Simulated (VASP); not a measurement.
# InP (F-43m) in VASP: further runs, part 2 of 2

VASP 6.6.1. Earlier steps stand in the parts before.

### Step 3. Band structure, PBE

POSCAR reads:

```
InP
1.0
    0.0000000000      2.9305000000      2.9305000000
    2.9305000000      0.0000000000      2.9305000000
    2.9305000000      2.9305000000      0.0000000000
In P
1 1
Direct
    0.0000000000      0.0000000000      0.0000000000
    0.7500000000      0.7500000000      0.7500000000
```

INCAR.step1 reads:

```
PREC = Accurate
ENCUT = 900
EDIFF = 1E-6
ISMEAR = -1
SIGMA = 0.05
LREAL = F
LASPH = T
NELM = 60
ALGO = Normal
ISIF = 2
LWAVE = F
LCHARG = T
GGA = PE
NBANDS = 11
```

KPOINTS.step1 reads:

```
Automatic mesh
0
Gamma
  8 8 8
```

INCAR.step2 reads:

```
PREC = Accurate
ENCUT = 900
EDIFF = 1E-6
ISMEAR = 0
SIGMA = 0.05
LREAL = F
LASPH = T
NELM = 60
ALGO = Normal
ISIF = 2
LWAVE = F
LCHARG = F
GGA = PE
NBANDS = 11
ICHARG = 11
```

KPOINTS.step2 reads:

```
path GXWKGLUWLK,UX
15
line-mode
reciprocal
 0.0000000000  0.0000000000  0.0000000000  G
 0.5000000000  0.0000000000  0.5000000000  X

 0.5000000000  0.0000000000  0.5000000000  X
 0.5000000000  0.2500000000  0.7500000000  W

 0.5000000000  0.2500000000  0.7500000000  W
 0.3750000000  0.3750000000  0.7500000000  K

 0.3750000000  0.3750000000  0.7500000000  K
 0.0000000000  0.0000000000  0.0000000000  G

 0.0000000000  0.0000000000  0.0000000000  G
 0.5000000000  0.5000000000  0.5000000000  L

 0.5000000000  0.5000000000  0.5000000000  L
 0.6250000000  0.2500000000  0.6250000000  U

 0.6250000000  0.2500000000  0.6250000000  U
 0.5000000000  0.2500000000  0.7500000000  W

 0.5000000000  0.2500000000  0.7500000000  W
 0.5000000000  0.5000000000  0.5000000000  L

 0.5000000000  0.5000000000  0.5000000000  L
 0.3750000000  0.3750000000  0.7500000000  K

 0.6250000000  0.2500000000  0.6250000000  U
 0.5000000000  0.0000000000  0.5000000000  X
```

Potentials or basis: VASP PAW PBE potentials, release 54 (In, P).

Started as:

```
$ cat potpaw_PBE.54/In/POTCAR potpaw_PBE.54/P/POTCAR > POTCAR
$ cp INCAR.step1 INCAR
$ cp KPOINTS.step1 KPOINTS
$ mpirun -np 1 vasp_std > vasp.out
$ cp INCAR.step2 INCAR
$ cp KPOINTS.step2 KPOINTS
$ mpirun -np 1 vasp_std > vasp.out
```

OUTCAR:

```text
PREC = Accurate
   ENCUT = 900
   EDIFF = 1E-6
   ISMEAR = 0
   LREAL = F
   LASPH = T
   NELM = 60
   ISIF = 2
   GGA = PE
   ICHARG = 11

 ion  position               nearest neighbor table
   1  0.000  0.000  0.000-   2 2.54   2 2.54   2 2.54   2 2.54
   2  0.750  0.750  0.750-   1 2.54   1 2.54   1 2.54   1 2.54

  LATTYP: Found a face centered cubic cell.
 ALAT       =     5.8610000000

  Lattice vectors:

 A1 = (   0.0000000000,   2.9305000000,   2.9305000000)
 A2 = (   2.9305000000,   0.0000000000,   2.9305000000)
 A3 = (   2.9305000000,   2.9305000000,   0.0000000000)

Analysis of symmetry for initial positions (statically):
=====================================================================
 Subroutine PRICEL returns:
 Original cell was already a primitive cell.

 Routine SETGRP: Setting up the symmetry group for a
 face centered cubic supercell.

 Subroutine GETGRP returns: Found 24 space group operations
 (whereof 24 operations were pure point group operations)
 out of a pool of 48 trial point group operations.

The static configuration has the point symmetry T_d .

Analysis of symmetry for dynamics (positions and initial velocities):
=====================================================================
 Subroutine PRICEL returns:
 Original cell was already a primitive cell.

 Routine SETGRP: Setting up the symmetry group for a
 face centered cubic supercell.

 Subroutine GETGRP returns: Found 24 space group operations
 (whereof 24 operations were pure point group operations)
 out of a pool of 48 trial point group operations.

The dynamic configuration has the point symmetry T_d .

 Subroutine INISYM returns: Found 24 space group operations
 (whereof 24 operations are pure point group operations),
 and found     1 'primitive' translations

----------------------------------------------------------------------------------------

                                     Primitive cell

  volume of cell :      50.3333

  direct lattice vectors                    reciprocal lattice vectors
     0.000000000  2.930500000  2.930500000    -0.170619348  0.170619348  0.170619348
     2.930500000  0.000000000  2.930500000     0.170619348 -0.170619348  0.170619348
     2.930500000  2.930500000  0.000000000     0.170619348  0.170619348 -0.170619348

  length of vectors
     4.144352845  4.144352845  4.144352845     0.295521380  0.295521380  0.295521380

  position of ions in fractional coordinates (direct lattice)
     0.000000000  0.000000000  0.000000000
     0.750000000  0.750000000  0.750000000

  ion indices of the primitive-cell ions
   primitive index   ion index
                 1           1
                 2           2

----------------------------------------------------------------------------------------

 KPOINTS: path GXWKGLUWLK,UX

Interpolating k-points between supplied coordinates.

 Line segments in fractional coordinates (reciprocal lattice):
    0.000000  0.000000  0.000000  ...  0.500000  0.000000  0.500000
    0.500000  0.000000  0.500000  ...  0.500000  0.250000  0.750000
    0.500000  0.250000  0.750000  ...  0.375000  0.375000  0.750000
[... 17 lines left out ...]
  0.178571  0.000000  0.178571      0.006667
[... 16 lines left out ...]
  0.500000  0.125000  0.625000      0.006667
  0.500000  0.142857  0.642857      0.006667
 [... further k-points ...]
   k-points           NKPTS =    150   k-points in BZ     NKDIM =    150   number of bands    NBANDS=     11
   number of dos      NEDOS =    301   number of ions     NIONS =      2
   total plane-waves  NPLWV =  74088
   dimension x,y,z NGX =    42 NGY =   42 NGZ =   42
   dimension x,y,z NGXF=    84 NGYF=   84 NGZF=   84
   ions per type =               1   1
   NGX,Y,Z   is equivalent  to a cutoff of  16.85, 16.85, 16.85 a.u.
   NGXF,Y,Z  is equivalent  to a cutoff of  33.70, 33.70, 33.70 a.u.
 SYSTEM =  unknown system
   PREC   = accura    normal or accurate (medium, high low for compatibility)
   ISTART =      0    job   : 0-new  1-cont  2-samecut
   ICHARG =     11    charge: 1-file 2-atom 10-const
   ISPIN  =      1    spin polarized calculation?
   LNONCOLLINEAR =      F non collinear calculations
   LSORBIT =      F    spin-orbit coupling
   LASPH  =      T    aspherical Exc in radial PAW
   ENCUT  =  900.0 eV  66.15 Ry    8.13 a.u.  10.14 10.14 10.14*2*pi/ulx,y,z
   NELM   =     60;   NELMIN=  2; NELMDL=  0     # of ELM steps
   EDIFF  = 0.1E-05   stopping-criterion for ELM
   LREAL  =      F    real-space projection
   EDIFFG = 0.1E-04   stopping-criterion for IOM
   NSW    =      0    number of steps for IOM
   IBRION =     -1    ionic relax: 0-MD 1-quasi-New 2-CG
   NFREE  =      0    steps in history (QN), initial steepest desc. (CG)
   ISIF   =      2    stress and relaxation
   ISYM   =      2    0-nonsym 1-usesym 2-fastsym
   POTIM  = 0.5000    time-step for ionic-motion
   TEBEG  =    0.0;   TEEND  =   0.0 temperature during run
   PSTRESS=    0.0 pullay stress
   NELECT =       8.0000    total number of electrons
   NUPDOWN=      -1.0000    fix difference up-down
   EMIN   =  10.00;   EMAX   =-10.00  energy-range for DOS
   EFERMI =   0.00;   METHOD = LEGACY
   ISMEAR =     0;   SIGMA  =   0.05  broadening in eV -4-tet -1-fermi 0-gaus
   EFERMI_NEDOS =   21; number of points for ismear=-14 and -15
   IALGO  =     38    algorithm
   IMIX   =      4    mixing-type and parameters
     AMIX     =   0.40;   BMIX     =  1.00
     AMIX_MAG =   1.60;   BMIX_MAG =  1.00
  volume/ion in A,a.u.               =      25.17       169.83
  Fermi-wavevector in a.u.,A,eV,Ry     =   0.886788  1.675786 10.699524  0.786393
  Thomas-Fermi vector in A             =   2.008000
   LORBIT       =      0    0 simple, 1 ext, 2 COOP (PROOUT), +10 PAW based schemes
   GGA     = PE    functional components
   LHFCALC =     F    Hartree Fock is set to
   AEXX    =    0.0000 exact exchange contribution
   IVDW    =     0    specifies the selected vdW correction
   LEPSILON=     F    determine dielectric tensor
   LRPA    =     F    only Hartree local field effects (RPA)
 non-spin polarized calculation
 Gauss-broadening in eV      SIGMA  =   0.05
  energy-cutoff  :      900.00
  volume of cell :       50.33
 maximum number of plane-waves:      3119
 NGX is ok and might be reduce to    42

 number of electron       8.0000000 magnetization

 Free energy of the ion-electron system (eV)
  ---------------------------------------------------
  ext. energy  EPLUGINS =         0.00000000
  ---------------------------------------------------
  free energy    TOTEN  =        -8.51822706 eV

  energy without entropy =       -8.51822706  energy(sigma->0) =       -8.51822706

 E-fermi :   4.1641     XC(G=0):  -9.0298

 val. band max:        3.8775972289   @ k =   0.0000   0.0000   0.0000
 cond. band min:       4.6503655566   @ k =   0.0000   0.0000   0.0000
 fundamental gap:      0.7727683277
 Fermi energy:         4.1640994032

 k-point     1 :       0.0000    0.0000    0.0000
  band No.  band energies     occupation
      1      -7.6139      2.00000
      2       3.8776      2.00000
      3       3.8776      2.00000
      4       3.8776      2.00000
      5       4.6504      0.00000
      6       8.0226      0.00000
      7       8.0226      0.00000
      8       8.0226      0.00000
      9      12.5072      0.00000
     10      13.2147      0.00000
     11      13.2147      0.00000
[... 309 lines left out ...]
 k-point    24 :       0.5000    0.1429    0.6429
  band No.  band energies     occupation
      1      -5.4302      2.00000
      2      -1.7336      2.00000
      3       1.1570      2.00000
      4       1.1909      2.00000
      5       6.8421      0.00000
      6       7.2484      0.00000
      7      11.1892      0.00000
      8      11.3571      0.00000
      9      13.9461      0.00000
     10      15.0480      0.00000
     11      15.7598      0.00000

 [... further k-points ...]

------------------------ aborting loop because EDIFF is reached ----------------------------------------

  FORCE on cell =-STRESS in cart. coord.  units (eV):
  Direction    XX          YY          ZZ          XY          YZ          ZX
  --------------------------------------------------------------------------------------
  -------------------------------------------------------------------------------------
  Total        1.3233360      1.3233360      1.3233360      0.0000000     -0.0000000      0.0000000
  in kB       42.1236062     42.1236062     42.1236062      0.0000000     -0.0000000      0.0000000
  external PRESSURE =      42.1236062 kB  Pullay stress =       0.0000000 kB

 VOLUME and BASIS-vectors are now :
 -----------------------------------------------------------------------------
  energy-cutoff  :      900.00
  volume of cell :       50.33
      direct lattice vectors                 reciprocal lattice vectors
     0.000000000  2.930500000  2.930500000    -0.170619348  0.170619348  0.170619348
     2.930500000  0.000000000  2.930500000     0.170619348 -0.170619348  0.170619348
     2.930500000  2.930500000  0.000000000     0.170619348  0.170619348 -0.170619348

 POSITION                                       TOTAL-FORCE (eV/Angst)
 -----------------------------------------------------------------------------------
      0.00000      0.00000      0.00000        -0.000000     -0.000000      0.000000
      4.39575      4.39575      4.39575         0.000000      0.000000     -0.000000
 -----------------------------------------------------------------------------------
    total drift:                               -0.000000     -0.000000      0.000000

  FREE ENERGIE OF THE ION-ELECTRON SYSTEM (eV)
  ---------------------------------------------------
  free  energy   TOTEN  =        -8.5182270555 eV

  energy  without entropy=       -8.5182270555  energy(sigma->0) =       -8.51822706
```

It took 2.2 min on 1 thread of Intel Xeon Platinum 8488C (Sapphire Rapids), shared host; peak memory 0.41 GiB.

Results:

* Band gap on the k mesh: 0.77 eV, direct
* Band gap along the path: 0.77 eV, direct

Levels at the corners of the path, in eV from the valence-band top:
| point | band 2 | band 3 | band 4 | band 5 | band 6 | band 7 |
| --- | --- | --- | --- | --- | --- | --- |
| Γ | 0.00 | 0.00 | 0.00 | 0.77 | 4.15 | 4.15 |
| X | -5.71 | -2.30 | -2.30 | 1.79 | 2.32 | 9.22 |
| X | -5.71 | -2.30 | -2.30 | 1.79 | 2.32 | 9.22 |
| W | -5.54 | -2.96 | -2.89 | 4.32 | 4.43 | 5.62 |
| W | -5.54 | -2.96 | -2.89 | 4.32 | 4.43 | 5.62 |
| K | -5.55 | -3.30 | -1.93 | 2.40 | 4.43 | 7.54 |
| K | -5.55 | -3.30 | -1.93 | 2.40 | 4.43 | 7.54 |
| Γ | 0.00 | 0.00 | 0.00 | 0.77 | 4.15 | 4.15 |
| Γ | 0.00 | 0.00 | 0.00 | 0.77 | 4.15 | 4.15 |
| L | -5.69 | -0.97 | -0.97 | 1.56 | 4.85 | 4.85 |
| L | -5.69 | -0.97 | -0.97 | 1.56 | 4.85 | 4.85 |
| U | -5.55 | -3.30 | -1.93 | 2.40 | 4.43 | 7.54 |
| U | -5.55 | -3.30 | -1.93 | 2.40 | 4.43 | 7.54 |
| W | -5.54 | -2.96 | -2.89 | 4.32 | 4.43 | 5.62 |
| W | -5.54 | -2.96 | -2.89 | 4.32 | 4.43 | 5.62 |
| L | -5.69 | -0.97 | -0.97 | 1.56 | 4.85 | 4.85 |
| L | -5.69 | -0.97 | -0.97 | 1.56 | 4.85 | 4.85 |
| K | -5.55 | -3.30 | -1.93 | 2.40 | 4.43 | 7.54 |
| U | -5.55 | -3.30 | -1.93 | 2.40 | 4.43 | 7.54 |
| X | -5.71 | -2.30 | -2.30 | 1.79 | 2.32 | 9.22 |

Caveat: the log is that of the step along the path at fixed density, whose energy, stress, charges and moments have no meaning; spin-orbit coupling is left out, which moves the levels of the heavy elements.

### Step 4. Hyperfine couplings, PBEsol+rVV10, collinear spin, zero start

INCAR reads:

```
  PREC = Accurate
  ENCUT = 520
  EDIFF = 1E-6
  ISMEAR = 0
  SIGMA = 0.01
  LREAL = F
  LASPH = T
  NELM = 60
  ALGO = Conjugate
  ISIF = 2
  LWAVE = F
  LCHARG = F
  ISPIN = 2
  MAGMOM = 0 0
  LORBIT = 11
  GGA = PS
  LUSE_VDW = T
  IVDW_NL = 2
  BPARAM = 20.0
  CPARAM = 0.0093
  LHYPERFINE = T
  AMIX = 0.8
```

KPOINTS reads:

```
Automatic mesh
0
Gamma
  8 8 8
```

POSCAR is that of step 3.

Potentials or basis: VASP PAW PBE potentials, release 64 (In_d, P).

Started as:

```
$ cat potpaw_PBE.64/In_d/POTCAR potpaw_PBE.64/P/POTCAR > POTCAR
$ mpirun -np 1 vasp_std > vasp.out
```

OUTCAR:

```text
PREC = Accurate
   ENCUT = 520
   EDIFF = 1E-6
   ISMEAR = 0
   LREAL = F
   LASPH = T
   NELM = 60
   ISIF = 2
   ISPIN = 2
   LORBIT = 11
   GGA = PS
   IVDW_NL = 2
   BPARAM = 20.0
   AMIX = 0.8

 ion  position               nearest neighbor table
   1  0.000  0.000  0.000-   2 2.54   2 2.54   2 2.54   2 2.54
   2  0.750  0.750  0.750-   1 2.54   1 2.54   1 2.54   1 2.54

  LATTYP: Found a face centered cubic cell.
 ALAT       =     5.8610000000

  Lattice vectors:

 A1 = (   0.0000000000,   2.9305000000,   2.9305000000)
 A2 = (   2.9305000000,   0.0000000000,   2.9305000000)
 A3 = (   2.9305000000,   2.9305000000,   0.0000000000)
[... 994 lines left out ...]
     2.930500000  2.930500000  0.000000000     0.170619348  0.170619348 -0.170619348

 POSITION                                       TOTAL-FORCE (eV/Angst)
 -----------------------------------------------------------------------------------
      0.00000      0.00000      0.00000        -0.000000     -0.000000     -0.000000
      4.39575      4.39575      4.39575         0.000000      0.000000      0.000000
 -----------------------------------------------------------------------------------
    total drift:                                0.000000      0.000000     -0.000000

  FREE ENERGIE OF THE ION-ELECTRON SYSTEM (eV)
  ---------------------------------------------------
  free  energy   TOTEN  =        -8.9273223000 eV

  energy  without entropy=       -8.9273223000  energy(sigma->0) =       -8.92732230

 Fermi contact (isotropic) hyperfine coupling parameter (MHz)
 -------------------------------------------------------------
  ion      A_pw      A_1PS     A_1AE     A_1c      A_tot
 -------------------------------------------------------------
   1       0.000     0.000    -0.000    -0.000    -0.000
   2       0.000     0.000     0.000     0.000     0.000
 -------------------------------------------------------------

 Dipolar hyperfine coupling parameters (MHz)
 ---------------------------------------------------------------------
  ion      A_xx      A_yy      A_zz      A_xy      A_xz      A_yz
 ---------------------------------------------------------------------
   1      -0.000    -0.000     0.000    -0.000    -0.000    -0.000
   2       0.000     0.000    -0.000     0.000     0.000     0.000
 ---------------------------------------------------------------------

 Total hyperfine coupling parameters after diagonalization (MHz)
 (convention: |A_zz| > |A_xx| > |A_yy|)
 ----------------------------------------------------------------------
  ion      A_xx      A_yy      A_zz     asymmetry (A_yy - A_xx)/ A_zz
 ----------------------------------------------------------------------
   1      -0.000    -0.000    -0.000      -0.000
   2       0.000     0.000     0.000      -0.000
 ---------------------------------------------------------------------

 total charge

# of ion       s       p       d       tot
------------------------------------------
    1        0.829   0.775   9.900  11.505
    2        1.028   1.477   0.000   2.504
--------------------------------------------------
tot          1.857   2.252   9.900  14.009

 magnetization (x)

# of ion       s       p       d       tot
------------------------------------------
    1       -0.000  -0.000   0.000  -0.000
    2       -0.000  -0.000   0.000  -0.000
--------------------------------------------------
tot         -0.000  -0.000   0.000  -0.000
```

Wall time 2.8 min (1 thread of Intel Xeon Platinum 8375C at 2.90GHz (Ice Lake), shared host); peak memory 0.38 GiB.

Results:

```yaml
Free_energy: -8.9273 eV
Pressure: 0.3 GPa
Band_gap_on_the_k_mesh: 0.60 eV, direct
Net_moment: 0.00 μB per cell
Valence_electrons_inside_the_program's_atomic_spheres: In 11.51; P 2.50
```

Hyperfine coupling, principal values (MHz):
```csv
atom,values
1 In,"0.0, 0.0, 0.0"
2 P,"0.0, 0.0, 0.0"
```

Caveat: the PAW data sets were made with another functional, which shifts forces and pressure a little; spin-orbit coupling is left out, which moves the levels of the heavy elements. PBEsol gaps usually lie below the measured ones, often by a third to a half.

### Step 5. The reference run

An earlier run on the cell as given: functional PBEsol; potentials or basis VASP PAW PBE potentials, release 64 (In_d, P); cutoff 520 eV; k mesh 8 × 8 × 8; occupations fermi-dirac, width 0.05 eV; no spin polarisation.

* Pressure: 0.6 GPa
* Band gap on the k mesh: 0.61 eV, direct

### Step 6. The runs side by side

```csv
task,level,potentials or basis,spin,cutoff (eV),smearing,ladder,other keys,gap on the mesh (eV),pressure (GPa)
band structure,PBE,"VASP PAW PBE potentials, release 54 (In_d, P)",off,900,fermi-dirac 0.05 eV,-,-,0.71,-
band structure,PBE,"VASP PAW PBE potentials, release 54 (In, P)",off,900,fermi-dirac 0.05 eV,-,-,0.77,-
hyperfine couplings,PBEsol+rVV10,"VASP PAW PBE potentials, release 64 (In_d, P)","collinear, zero start",520,gaussian 0.01 eV,-,ALGO = Conjugate; AMIX = 0.8,0.60,0.3
single point,PBEsol,"VASP PAW PBE potentials, release 64 (In_d, P)",off,520,fermi-dirac 0.05 eV,free,-,0.61,0.6
```

Alike in all rows: cell as given; k mesh 8 × 8 × 8.

Caveats: spin-orbit coupling is left out, which moves the levels of the heavy elements; the PAW data sets were made with another functional, which shifts forces and pressure a little (some runs).

Absolute energies hang on the potentials; compare differences alone.

### Step 7. Comparison with measurements

Step 2. Against the measured gap of InP, 1.4236 eV (direct; 1.6 K; a printed reference work, data compilation), the calculated 0.71 eV is off by -0.71 eV. Spin-orbit coupling on In is left out. The value is that of PBE, without temperature or zero-point motion. Semilocal functionals fall short of measured gaps as a rule.

Step 3. Measured gap of InP: 1.4236 eV (direct; 1.6 K; a printed reference work, data compilation). This calculation gives 0.77 eV (-0.65 eV). Spin-orbit coupling on In is left out. The value is that of PBE, without temperature or zero-point motion. Semilocal functionals fall short of measured gaps as a rule.
